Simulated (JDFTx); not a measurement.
HfB2:

```xyz
3
Lattice="3.1400 0.0000 0.0000 -1.5700 2.7193 0.0000 0.0000 0.0000 3.4800" Properties=species:S:1:pos:R:3 pbc="T T T"
Hf    0.0000    0.0000    0.0000
B     1.5700    0.9064    1.7400
B     0.0000    1.8129    1.7400
```

```yaml
Program: JDFTx 1.7.0 (patched build)
Task: single point
Functional: PBE
Potentials_or_basis: PseudoDojo-SR-PBE-0.5-standard
Cutoff: 1034 eV
Density_cutoff: 4136 eV
k_mesh: 10 × 10 × 8
Occupations: fermi-dirac, width 0.05 eV
Spin: no spin polarisation
```

On this cell: pressure 1.7 GPa; largest force under 0.003 eV/Å; band gap on the k mesh none (metal or under the smearing width).

The same run follows on a disturbed copy (atoms moved at random, drawn with an rms of 0.05 Å):

```
Hf B
1.0
     3.14000    0.00000    0.00000
    -1.57000    2.71932    0.00000
     0.00000    0.00000    3.48000
Hf B
1 2
Cartesian
  0.0187 -0.0103 -0.0103
  1.5755 0.9342 1.7097
  -0.0634 1.8359 1.6862
```

What changes?

The energy (extrapolated to zero smearing) moves by +22.0 meV/atom; pressure 2.5 GPa; largest force 1.326 eV/Å; band gap on the k mesh none (metal or under the smearing width).

Forces on the atoms (eV/Å):
```
Hf  -0.678  0.523 -0.494
B   -0.583 -0.398  0.107
B    1.262 -0.125  0.386
```

Stress tensor (GPa, compression positive):
```
 2.47 -0.45  0.48
-0.45  2.00 -0.32
 0.48 -0.32  3.06
```

Caveats: forces may be off by hundredths of an eV/Å.
